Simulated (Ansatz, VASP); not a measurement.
# GaSb in two plane-wave programs, part 2 of 2

One calculation is typed for both programs; each brings its own data sets. How far apart do they land? The cell is taken from a series of runs on this material, whose earlier steps may have relaxed, scaled, displaced or heated it; both programs get it as it stands.

VASP 6.6.1 and Ansatz 0.2.0.

So far: The starting structure; Ansatz: zone-centre phonons, PBEsol.

### 3. VASP: zone-centre phonons, PBEsol

Level of this step: PBEsol; plane waves and PAW (Ga_d, Sb) (VASP).

The same cell, functional, mesh and smearing now go to VASP, with its own data sets.

Lines of VASP's logs that name or quote its potential files are left out, and so is its time.

INCAR

```
SYSTEM = GaSb
PREC = Accurate
ENCUT = 500
EDIFF = 1E-08
NELM = 120
ISMEAR = 1
SIGMA = 0.2
LREAL = .FALSE.
ALGO = Normal
GGA = PS
NBANDS = 15
LORBIT = 11
LWAVE = .FALSE.
LCHARG = .FALSE.
ISIF = 2
IBRION = 8
LASPH = .TRUE.
GGA_COMPAT = .FALSE.
KPAR = 2
```

POSCAR

```
GaSb
1.0
    0.0000000000      2.9946529475      3.1106598269
    2.9946529475      0.0000000000      3.1106598269
    2.9946529475      2.9946529475      0.0000000000
Ga Sb
1 1
Direct
    0.0000000000      0.0000000000      0.0000000000
    0.7500000000      0.7500000000      0.7500000000
```

KPOINTS

```
Automatic mesh
0
Gamma
12 12 12
0 0 0
```

Potentials, in the order of the species: Ga_d and Sb (PBE family, release 64).

Launch:

```console
mpirun -np 2 vasp_std
```

Numbers of over 12 decimals in the logs are rounded to 6 here.

The log of the run:

```text
[banner, memory and clock lines left out]
running    2 mpi-ranks, on    1 nodes
 distrk:  each k-point on    1 cores,    2 groups
 distr:  one band on    1 cores,    1 groups

 POSCAR found type information on POSCAR GaSb
 POSCAR found :  2 types and       2 ions
|                                                                             |
|               ----> ADVICE to this user running VASP <----                  |
|                                                                             |
|     You enforced a specific xc type in the INCAR file but a different       |
|     [... a line on the potential file left out ...]
|     I HOPE YOU KNOW WHAT YOU ARE DOING!                                     |
|                                                                             |

 LDA part: xc-table for (Slater+PW92), standard interpolation
 POSCAR, INCAR and KPOINTS ok, starting setup
 FFT: planning ... GRIDC
 FFT: planning ... GRID_SOFT
 FFT: planning ... GRID
 WAVECAR not read
 entering main loop
       N       E                     dE             d eps       ncg     rms          rms(c)
DAV:   1     0.794729781197E+02    0.79473E+02   -0.85195E+03  4962   0.145E+03
DAV:   2    -0.218621365182E+01   -0.81659E+02   -0.78690E+02  5632   0.298E+02
DAV:   3    -0.814338587874E+01   -0.59572E+01   -0.59331E+01  6024   0.668E+01
DAV:   4    -0.824439628353E+01   -0.10101E+00   -0.10100E+00  6032   0.978E+00
DAV:   5    -0.824681362329E+01   -0.24173E-02   -0.24173E-02  6315   0.132E+00    0.323E+00
DAV:   6    -0.816886166781E+01    0.77952E-01   -0.88732E-02  6431   0.535E+00    0.190E+00
DAV:   7    -0.814116694894E+01    0.27695E-01   -0.47632E-02  6073   0.205E+00    0.369E-01
DAV:   8    -0.814122376996E+01   -0.56821E-04   -0.50253E-03  6386   0.903E-01    0.109E-01
DAV:   9    -0.814149597354E+01   -0.27220E-03   -0.45944E-04  5591   0.174E-01    0.401E-02
DAV:  10    -0.814148692072E+01    0.90528E-05   -0.19956E-05  6440   0.394E-02    0.114E-02
DAV:  11    -0.814149588163E+01   -0.89609E-05   -0.12120E-05  5632   0.252E-02    0.455E-03
DAV:  12    -0.814149595722E+01   -0.75589E-07   -0.42853E-07  6458   0.640E-03    0.925E-04
DAV:  13    -0.814149593692E+01    0.20298E-07   -0.46633E-08  5689   0.143E-03    0.545E-04
DAV:  14    -0.814149597735E+01   -0.40433E-07   -0.37687E-09  5042   0.851E-04    0.104E-04
DAV:  15    -0.814149598721E+01   -0.98617E-08   -0.78145E-10  3355   0.351E-04
   1 F= -.81414960E+01 E0= -.81416408E+01  d E =0.434500E-03
 Linear response reoptimize wavefunctions to high precision
DAV:   1    -0.814149598334E+01    0.38717E-08   -0.16507E-10  3908   0.161E-04
DAV:   2    -0.814149598337E+01   -0.26375E-10   -0.44546E-11  3068   0.694E-05
 Linear response DOF=           4
 Linear response progress:
  Degree of freedom:   1/  4
       N       E                     dE             d eps       ncg     rms          rms(c)
RMM:   1    -0.165895677271E+00   -0.16590E+00    0.79090E-02 17807   0.815E+00
RMM:   2    -0.164789479910E+00    0.11062E-02   -0.28057E-02 26960   0.137E+00    0.394E-02
RMM:   3    -0.164825183305E+00   -0.35703E-04   -0.35245E-03 27888   0.435E-01    0.266E-02
RMM:   4    -0.164734237215E+00    0.90946E-04   -0.17427E-03 30454   0.204E-01    0.131E-02
RMM:   5    -0.164722804776E+00    0.11432E-04   -0.74303E-05 29726   0.535E-02    0.473E-03
RMM:   6    -0.164730910959E+00   -0.81062E-05   -0.11342E-05 29846   0.221E-02    0.427E-04
RMM:   7    -0.164724758555E+00    0.61524E-05   -0.25064E-06 29301   0.957E-03    0.622E-04
RMM:   8    -0.164728134075E+00   -0.33755E-05   -0.43060E-07 29457   0.437E-03    0.193E-04
RMM:   9    -0.164729781118E+00   -0.16470E-05   -0.12550E-07 29502   0.201E-03    0.932E-05
RMM:  10    -0.164730839254E+00   -0.10581E-05    0.86459E-09 29983   0.997E-04    0.207E-05
RMM:  11    -0.164730835752E+00    0.35025E-08   -0.81381E-09 29648   0.473E-04    0.109E-05
 first order change of Fermi-energy  -0.12338E-04
 force on displaced ion       1 direction 1 :  -8.390   0.000   0.000
 Linear response progress:
  Degree of freedom:   2/  4
       N       E                     dE             d eps       ncg     rms          rms(c)
RMM:   1    -0.166318876992E+00   -0.16632E+00    0.58831E-02 10467   0.798E+00
RMM:   2    -0.165121520769E+00    0.11974E-02   -0.28452E-02 15742   0.132E+00    0.397E-02
RMM:   3    -0.165043051503E+00    0.78469E-04   -0.31059E-03 16603   0.400E-01    0.278E-02
RMM:   4    -0.164919744649E+00    0.12331E-03   -0.11744E-03 17735   0.181E-01    0.121E-02
RMM:   5    -0.164926002507E+00   -0.62579E-05   -0.57846E-05 17283   0.486E-02    0.436E-03
RMM:   6    -0.164935978113E+00   -0.99756E-05   -0.94177E-06 17284   0.198E-02    0.421E-04
RMM:   7    -0.164933932129E+00    0.20460E-05   -0.20511E-06 16905   0.849E-03    0.474E-04
RMM:   8    -0.164935876105E+00   -0.19440E-05   -0.46180E-07 17167   0.394E-03    0.792E-05
RMM:   9    -0.164936657309E+00   -0.78120E-06   -0.12874E-07 17004   0.181E-03    0.445E-05
RMM:  10    -0.164937155349E+00   -0.49804E-06   -0.31854E-08 17394   0.895E-04    0.165E-05
RMM:  11    -0.164937141179E+00    0.14171E-07   -0.18132E-08 17416   0.424E-04    0.666E-06
RMM:  12    -0.164937089925E+00    0.51253E-07   -0.52169E-09 17012   0.209E-04    0.108E-05
RMM:  13    -0.164937198935E+00   -0.10901E-06   -0.34334E-09 16909   0.108E-04    0.170E-06
RMM:  14    -0.164937165970E+00    0.32966E-07   -0.19204E-09 16767   0.558E-05    0.387E-06
RMM:  15    -0.164937178639E+00   -0.12670E-07    0.25088E-10 17082   0.304E-05    0.224E-06
RMM:  16    -0.164937196933E+00   -0.18294E-07   -0.46121E-10 16467   0.183E-05    0.197E-07
RMM:  17    -0.164937191320E+00    0.56132E-08    0.10983E-09 13103   0.117E-05    0.824E-07
 first order change of Fermi-energy  -0.15842E-04
 force on displaced ion       1 direction 3 :  -0.000  -0.000  -8.395
 Linear response progress:
  Degree of freedom:   3/  4
       N       E                     dE             d eps       ncg     rms          rms(c)
RMM:   1    -0.283309651116E-01   -0.28331E-01    0.43970E-03 29091   0.138E+00
RMM:   2    -0.256258592567E-01    0.27051E-02   -0.36165E-03 25977   0.391E-01    0.664E-02
RMM:   3    -0.255668216292E-01    0.59038E-04   -0.20834E-04 28742   0.106E-01    0.360E-02
RMM:   4    -0.256140159860E-01   -0.47194E-04   -0.41963E-05 28841   0.452E-02    0.453E-03
RMM:   5    -0.256247334624E-01   -0.10717E-04   -0.59657E-06 30114   0.159E-02    0.281E-03
RMM:   6    -0.256185805391E-01    0.61529E-05   -0.10729E-06 28772   0.547E-03    0.884E-04
RMM:   7    -0.256173269161E-01    0.12536E-05   -0.10367E-07 29842   0.171E-03    0.270E-04
RMM:   8    -0.256165340402E-01    0.79288E-06   -0.12944E-08 28882   0.562E-04    0.721E-05
RMM:   9    -0.256164313380E-01    0.10270E-06   -0.10904E-10 29116   0.204E-04    0.153E-05
RMM:  10    -0.256164489538E-01   -0.17616E-07   -0.13768E-09 28524   0.797E-05    0.410E-06
RMM:  11    -0.256164507490E-01   -0.17952E-08    0.34618E-10 29027   0.278E-05    0.364E-06
 first order change of Fermi-energy   0.39009E-04
 force on displaced ion       2 direction 1 :  -8.396   0.000  -0.000
 Linear response progress:
  Degree of freedom:   4/  4
       N       E                     dE             d eps       ncg     rms          rms(c)
RMM:   1    -0.286836666454E-01   -0.28684E-01    0.32680E-03 16441   0.140E+00
RMM:   2    -0.256497651824E-01    0.30339E-02   -0.37494E-03 15470   0.395E-01    0.683E-02
RMM:   3    -0.256154242764E-01    0.34341E-04   -0.20283E-04 16741   0.103E-01    0.371E-02
RMM:   4    -0.256846619915E-01   -0.69238E-04   -0.40633E-05 16934   0.450E-02    0.439E-03
RMM:   5    -0.256955011537E-01   -0.10839E-04   -0.58346E-06 17658   0.153E-02    0.287E-03
RMM:   6    -0.256868776353E-01    0.86235E-05   -0.84883E-07 16599   0.509E-03    0.562E-04
RMM:   7    -0.256862360055E-01    0.64163E-06   -0.77330E-08 17672   0.158E-03    0.240E-04
RMM:   8    -0.256859973259E-01    0.23868E-06   -0.16421E-08 16718   0.526E-04    0.507E-05
RMM:   9    -0.256859686090E-01    0.28717E-07   -0.17491E-09 17372   0.192E-04    0.148E-05
RMM:  10    -0.256859489797E-01    0.19629E-07   -0.82094E-10 16840   0.697E-05    0.673E-06
RMM:  11    -0.256859447824E-01    0.41972E-08    0.24047E-11 17130   0.242E-05    0.443E-06
 first order change of Fermi-energy   0.72609E-03
 force on displaced ion       2 direction 3 :   0.000   0.000  -8.407
 Linear response finished
```

Parts of OUTCAR (step 3):

```text
ion  position               nearest neighbor table
   1  0.000  0.000  0.000-   2 2.63   2 2.63   2 2.63   2 2.63
   2  0.750  0.750  0.750-   1 2.63   1 2.63   1 2.63   1 2.63

  LATTYP: Found a body centered tetragonal cell.
 ALAT       =     4.2350788130
 C/A-ratio  =     1.4689973737

 Subroutine GETGRP returns: Found  8 space group operations
 (whereof  8 operations were pure point group operations)

The static configuration has the point symmetry D_2d.

 Found    163 irreducible k-points:

   k-points           NKPTS =    163   k-points in BZ     NKDIM =    163   number of bands    NBANDS=     15

   dimension x,y,z NGX =    32 NGY =   32 NGZ =   32
   dimension x,y,z NGXF=    64 NGYF=   64 NGZF=   64

   ENCUT  =  500.0 eV  36.75 Ry    6.06 a.u.   7.87  7.87  7.72*2*pi/ulx,y,z

   NELECT =      18.0000    total number of electrons

 k-points in reciprocal lattice and weights: Automatic mesh
   0.00000000  0.00000000  0.00000000       0.001
   0.08333333  0.00000000  0.00000000       0.005
   0.16666667  0.00000000  0.00000000       0.005
   0.25000000 -0.00000000  0.00000000       0.005
   0.33333333  0.00000000  0.00000000       0.005
   0.41666667 -0.00000000  0.00000000       0.005
   0.50000000 -0.00000000  0.00000000       0.002
   0.08333333  0.08333333  0.00000000       0.001
   0.16666667  0.08333333  0.00000000       0.005
[...]
-0.33333333  0.16666667  0.50000000       0.002
  -0.25000000  0.25000000  0.50000000       0.001

 average (electrostatic) potential at core
       1 -65.3249       2 -87.2509

  Total        0.6652136      0.6652136      0.0305640      0.0000000      0.0000000      0.0000000
  in kB       19.1027621     19.1027621      0.8776977      0.0000000      0.0000000      0.0000000
  external PRESSURE =      13.0277406 kB  Pullay stress =       0.0000000 kB

  energy-cutoff  :      500.00
  volume of cell :       55.79
      direct lattice vectors                 reciprocal lattice vectors
     0.000000000  2.994652948  3.110659827    -0.166964256  0.166964256  0.160737602
     2.994652948  0.000000000  3.110659827     0.166964256 -0.166964256  0.160737602
     2.994652948  2.994652948  0.000000000     0.166964256  0.166964256 -0.160737602

 POSITION                                       TOTAL-FORCE (eV/Angst)
 -----------------------------------------------------------------------------------
      0.00000      0.00000      0.00000        -0.000000     -0.000000      0.000000
      4.49198      4.49198      4.66599         0.000000      0.000000      0.000000
 -----------------------------------------------------------------------------------
    total drift:                                0.000000      0.000000     -0.000001

 Eigenvectors and eigenvalues of the dynamical matrix
 ----------------------------------------------------

   1 f  =    6.804632 THz    42.754767 2PiTHz  226.978107 cm-1    28.141686 meV
             X         Y         Z           dx          dy          dz
      0.000000  0.000000  0.000000     0.000000    0.000000    0.797192
      4.491979  4.491979  4.665990     0.000000    0.000000   -0.603726

   2 f  =    6.801908 THz    42.737650 2PiTHz  226.887235 cm-1    28.130419 meV
             X         Y         Z           dx          dy          dz
      0.000000  0.000000  0.000000    -0.797306   -0.000000    0.000000
      4.491979  4.491979  4.665990     0.603576   -0.000000    0.000000

   3 f  =    6.801908 THz    42.737650 2PiTHz  226.887235 cm-1    28.130419 meV
             X         Y         Z           dx          dy          dz
      0.000000  0.000000  0.000000     0.000000   -0.797306    0.000000
      4.491979  4.491979  4.665990     0.000000    0.603576    0.000000

   4 f/i=    0.001156 THz     0.007264 2PiTHz    0.038561 cm-1     0.004781 meV
             X         Y         Z           dx          dy          dz
      0.000000  0.000000  0.000000    -0.280059   -0.534669    0.000000
      4.491979  4.491979  4.665990    -0.369950   -0.706281    0.000000

   5 f/i=    0.001156 THz     0.007264 2PiTHz    0.038561 cm-1     0.004781 meV
             X         Y         Z           dx          dy          dz
      0.000000  0.000000  0.000000     0.534669   -0.280059    0.000000
      4.491979  4.491979  4.665990     0.706281   -0.369950    0.000000

   6 f/i=    0.002441 THz     0.015340 2PiTHz    0.081435 cm-1     0.010097 meV
             X         Y         Z           dx          dy          dz
      0.000000  0.000000  0.000000     0.000000    0.000000   -0.603726
      4.491979  4.491979  4.665990     0.000000    0.000000   -0.797192

 ELASTIC MODULI CONTR FROM IONIC RELAXATION (kBar)
 Direction    XX          YY          ZZ          XY          YZ          ZX
 --------------------------------------------------------------------------------
 XX           0.0000      0.0000      0.0000      0.0000      0.0000      0.0000
 YY           0.0000      0.0000      0.0000      0.0000      0.0000      0.0000
 ZZ           0.0000      0.0000      0.0000      0.0000      0.0000      0.0000
 XY           0.0000      0.0000      0.0000   -197.3710      0.0000      0.0000
 YZ           0.0000      0.0000      0.0000      0.0000   -203.6954     -0.0000
 ZX           0.0000      0.0000      0.0000      0.0000     -0.0000   -180.8542
 --------------------------------------------------------------------------------
```

The gap is under twice the smearing width, so the edge states are partly filled and the run can't tell a small gap from a semimetal. Methfessel-Paxton smearing is not meant for a cell with a gap.

### 4. Side by side

Known differences besides the potentials themselves: the data sets hold 28 valence electrons in Ansatz (on its PAW soft_1 files) and 18 in VASP; the cutoff is 420 eV in Ansatz and 500 eV in VASP; Ansatz makes its cores anew for this functional, VASP keeps those of its PBE data sets. Total energies have different zeros and are not compared.

Both answers:

```csv
quantity,Ansatz,VASP,difference
optical mode 1 to 3 (cm⁻¹),225.7,226.9,-0.55 %
```

Modes are paired by rising frequency, not by their patterns, so a pair may set unlike modes beside each other; they are those without the splitting of longitudinal modes.

### 5. Summary of results

| Property | Result |
| --- | --- |
| r.m.s. difference of the optical zone-centre modes, each program's sorted by frequency (zone-centre phonons, PBEsol) | 1.3 cm⁻¹ |
| difference in optical mode 1 to 3 (zone-centre phonons, PBEsol) | -0.5 % |

In words: The r.m.s. difference of the optical zone-centre modes, each program's sorted by frequency is 1.3 cm⁻¹ (zone-centre phonons, PBEsol). The data sets hold unlike numbers of valence electrons (28 in Ansatz and 18 in VASP), so part of the differences comes from the potentials. Among the rows given in per cent, the largest difference of the zone-centre phonons, PBEsol pair is in optical mode 1 to 3, -0.5 %. Such differences can come from data sets, numerical settings and the points named under the comparisons, not from the functional's error against experiment.

[Lines on the potential files, build, host, timing and source positions are cut from VASP's logs without a mark.]

[Logs are printed without paths, hosts, clocks, repeated set-up lines and the standing remarks that a program may print on its own settings, such as how far it seeks lower states.]

[Hosts, paths, dates, database ids (printed as entryN), source tags and the programs' standing remarks are cut or masked in the printed files.]
